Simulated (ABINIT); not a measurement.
Runs of ABINIT 10.8.3 (patched build) on Rh. The structure is cubic, space group Fm-3m (No. 225). Conventional cell: a = 3.796 Å, b = 3.796 Å, c = 3.796 Å, α = 90.00°, β = 90.00°, γ = 90.00°. Around Rh (site symmetry m-3m) lie 12 Rh at 2.68 Å. 

| task | spin | cell | cell freedom (optcell) | cutoff smearing ecutsm (Ha) | optimiser (ionmov) | force stop (Ha/bohr) | gap on the mesh (eV) | pressure (GPa) |
| --- | --- | --- | --- | --- | --- | --- | --- | --- |
| relaxation of cell and atoms | off | relaxed to 20 GPa | 2 | 0.5 | 2 | 0.0001 | none | 20.0 |
| relaxation of cell and atoms | off | relaxed to 30 GPa | 2 | 0.5 | 2 | 0.0001 | none | 30.0 |
| relaxation of cell and atoms | off | relaxed to 10 GPa | 2 | 0.5 | 2 | 0.0001 | none | 10.0 |
| band structure | off | as given | - | - | - | - | none | 6.8 |
| relaxation of cell and atoms | off | relaxed | 2 | 0.5 | 2 | 0.0001 | none | 0.0 |
| relaxation of cell and atoms | off | relaxed to 5 GPa | 2 | 0.5 | 2 | 0.0001 | none | 5.0 |
| band structure | SOC, no magnetisation | as given | - | - | - | - | none | (a) |

Alike in all rows: level PBE; potentials or basis JTH PAW PBE v2.0; k mesh 12 × 12 × 12; cutoff (eV) 435; smearing fermi-dirac 0.05 eV.

Task: Fill in the values left out.

Result: (a) 7.1.

A k mesh can miss the band edges, and rows without SOC leave out spin-orbit coupling on Rh.

A gap of «none» marks a metal or a gap under the smearing width.
